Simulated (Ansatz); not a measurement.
**AlN (Fm-3m): an equation of state far from equilibrium**

One table from this session's results is given with a row withheld; the runs are named, their logs left out.

Method: DFT PBEsol, scalar-relativistic, plane waves, PAW, in Ansatz 0.2.0.

## The structure to begin with

Symmetry: Fm-3m, No. 225, cubic system. Conventional cell: a = 4.045 Å, b = 4.045 Å, c = 4.045 Å, α = 90.00°, β = 90.00°, γ = 90.00°. Al (site symmetry m-3m) has 6 N at 2.02 Å as nearest neighbours. N (site symmetry m-3m) is surrounded by 6 Al at 2.02 Å.

As a file:

```cif
data_structure
_symmetry_space_group_name_H-M 'P 1'
_symmetry_Int_Tables_number 1
_cell_length_a 2.8604
_cell_length_b 2.8604
_cell_length_c 2.8604
_cell_angle_alpha 60.000
_cell_angle_beta 60.000
_cell_angle_gamma 60.000
_cell_volume 16.55
loop_
_atom_site_label
_atom_site_type_symbol
_atom_site_fract_x
_atom_site_fract_y
_atom_site_fract_z
_atom_site_occupancy
Al1 Al 0.50000 0.50000 0.50000 1
N1 N 0.00000 0.00000 0.00000 1
```

This cell comes from an earlier session at PBEsol: 8.274 Å³/atom at 0.01 GPa, on a 10×10×10 mesh.

Set-up of the first run:

Contents of input.yaml:

```yaml
crystal:
  lattice:
    - [0.0, 1.9952460665, 1.9952460665]
    - [1.9952460665, 0.0, 1.9952460665]
    - [1.9952460665, 1.9952460665, 0.0]
  atoms:
    - { symbol: Al, position: [0.5, 0.5, 0.5] }
    - { symbol: "N", position: [0.0, 0.0, 0.0] }
basis:
  ecutwfc: 420
  ecutrho_ratio: 4
kpoints:
  mp_grid: { grid: [10, 10, 10] }
hamiltonian:
  xc: pbesol
scf:
  occupations: { method: gaussian, width: 0.05 }
output:
  forces: true
  stress: true
  eigenvalues: true
```

Command:

```
$ ansatz run input.yaml --threads 1 --pin off --max-ram 2560MiB --backend cpu --events-out ev --progress --plain --runs-dir out
```

Steps of the session up to this table: Volume × 0.96; Volume × 1.04; Volume × 0.92; Volume × 0.88; Volume × 0.84; Volume × 0.8.

One of the session's tables, all rows but one given; the rest of the session is left out.

| volume (Å³/atom) | energy above the lowest (meV/atom) | pressure (GPa) | gap on the mesh (eV) |
| --- | --- | --- | --- |
| 6.619 | 390.3 | 90.6 | 4.64 |
| 6.950 | ? | ? | ? |
| 7.281 | 120.6 | 43.2 | 4.88 |
| 7.612 | 49.9 | 25.8 | 4.98 |
| 7.943 | 11.7 | 11.6 | 4.94 |
| 8.274 | 0.0 | 0.0 | 4.55 |
| 8.605 | 10.2 | -9.5 | 4.18 |

**Question.** Estimate the row for volume (Å³/atom) = 6.950.

Worked estimate for «energy above the lowest (meV/atom)». A straight line through the neighbours (6.619, 390.3) and (7.281, 120.6) gives 390.3 + (120.6 − 390.3) × (6.950 − 6.619) / (7.281 − 6.619) = 255.4; a parabola fitted to 3 rows on both sides gives 234.1.

The run gave: energy above the lowest (meV/atom): 231.1; pressure (GPa): 64.5; gap on the mesh (eV): 4.77. In «energy above the lowest (meV/atom)» the line misses by +24.3 and the parabola by +3.0.

Limits of these values: Other structures may be lower in enthalpy at these pressures.
